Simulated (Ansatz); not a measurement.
**TiAl under changes of volume**

One of the cells (16.065 Å³/atom); the others are scaled copies at fixed shape and fractional positions:

```xyz
2
Lattice="3.1791 0.0000 0.0000 0.0000 3.1791 0.0000 0.0000 0.0000 3.1791" Properties=species:S:1:pos:R:3 pbc="T T T"
Ti    0.0000    0.0000    0.0000
Al    1.5895    1.5895    1.5895
```

The cell comes from a database or a generator and needn't be the stable form of this composition.

| Quantity | Value |
| --- | --- |
| Program | Ansatz 0.2.0 |
| Functional | HSE06 |
| Potentials or basis | Ansatz PAW |
| Cutoff | 420 eV (not typed: the program's choice for these potentials) |
| k mesh | 6 × 6 × 6 |
| Occupations | fermi-dirac, width 0.05 eV |
| Spin | no spin polarisation |

```csv
volume (Å³/atom),energy over the lowest point (meV/atom),pressure (GPa)
15.101,12.51,6.1
15.422,3.41,3.1
15.743,0.00,0.4
16.065,?,?
16.386,8.08,-4.2
16.707,18.66,-6.2
17.028,33.02,-8.0
```

Question: What does the run at 16.065 Å³/atom give?

Answer: Energy over the lowest point 1.73 meV/atom; pressure -2.0 GPa.

Worked out: A Birch-Murnaghan fit of order 3 (a polynomial in V^(-2/3)) to the other rows has its minimum at 15.79 Å³/atom with B0 = V·E''(V) = 124 GPa and B' = 3.9. It gives 1.72 meV/atom at 16.065 Å³/atom, against the run's 1.73, and -dE/dV = -2.1 GPa, against -2.0.

Energies are extrapolated to zero smearing.

Caveats: the PAW data sets come from PBE, with cores solved anew for the run's functional, which leaves a small shift of forces and pressure; the thresholds are loose for stress.
